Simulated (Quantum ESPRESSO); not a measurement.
The system is BaTiO3.

```xyz
5
Lattice="3.9998 0.0000 0.0000 0.0000 3.9998 0.0000 0.0000 0.0000 4.0180" Properties=species:S:1:pos:R:3 pbc="T T T"
Ba    0.0000    0.0000    0.0000
Ti    1.9999    1.9999    1.9688
O     0.0000    1.9999    2.0773
O     1.9999    0.0000    2.0773
O     1.9999    1.9999    0.0763
```

- Program: Quantum ESPRESSO 7.5
- Task: phonons
- Functional: vdW-DF-cx
- Potentials or basis: GBRV 1.5 PBE
- Cutoff: 612 eV
- Density cutoff: 4898 eV
- k mesh: 4 × 4 × 4, shifted
- Occupations: fermi-dirac, width 0.05 eV
- Spin: no spin polarisation
- Mixing beta: 0.5
- Most SCF iterations: 120
- SCF threshold: 1e-09 Ry

The cell and the atoms were relaxed first, to 12.79 Å³/atom (a = 3.978 Å, b = 3.978 Å, c = 4.041 Å, α = 90.00°, β = 90.00°, γ = 90.00°), and the response was taken there.

```cif
data_structure
_symmetry_space_group_name_H-M 'P 1'
_symmetry_Int_Tables_number 1
_cell_length_a 3.9782
_cell_length_b 3.9782
_cell_length_c 4.0409
_cell_angle_alpha 90.000
_cell_angle_beta 90.000
_cell_angle_gamma 90.000
_cell_volume 63.95
loop_
_atom_site_label
_atom_site_type_symbol
_atom_site_fract_x
_atom_site_fract_y
_atom_site_fract_z
_atom_site_occupancy
Ba1 Ba 0.00000 0.00000 0.00129 1
Ti1 Ti 0.50000 0.50000 0.48652 1
O1 O 0.00000 0.50000 0.51497 1
O2 O 0.50000 0.00000 0.51497 1
O3 O 0.50000 0.50000 0.02525 1
```

The first run showed a gap, so the response started from a second, tighter run with fixed occupations.

Q: Which optical modes does the crystal have at the zone centre, and which show in infrared and Raman spectra?

A: The optical modes are 4E + 3A1 + B1. Infrared active: 4E + 3A1. Raman active: 4E + 3A1 + B1.

Optical modes at Γ, degenerate ones joined, polar ones without the macroscopic field:
```
cm⁻¹  components  symmetry     active in  IR intensity, summed ((D/Å)²/amu)
100i           2         E  IR and Raman                             153.21
 174           1        A1  IR and Raman                               6.02
 179           2         E  IR and Raman                               6.37
 271           1        A1  IR and Raman                              48.13
 293           1        B1         Raman                               0.00
 301           2         E  IR and Raman                               0.31
 469           2         E  IR and Raman                               5.42
 502           1        A1  IR and Raman                               9.00
```

Caveat: the potentials were made for another functional, which shifts forces and pressure; some modes are imaginary.
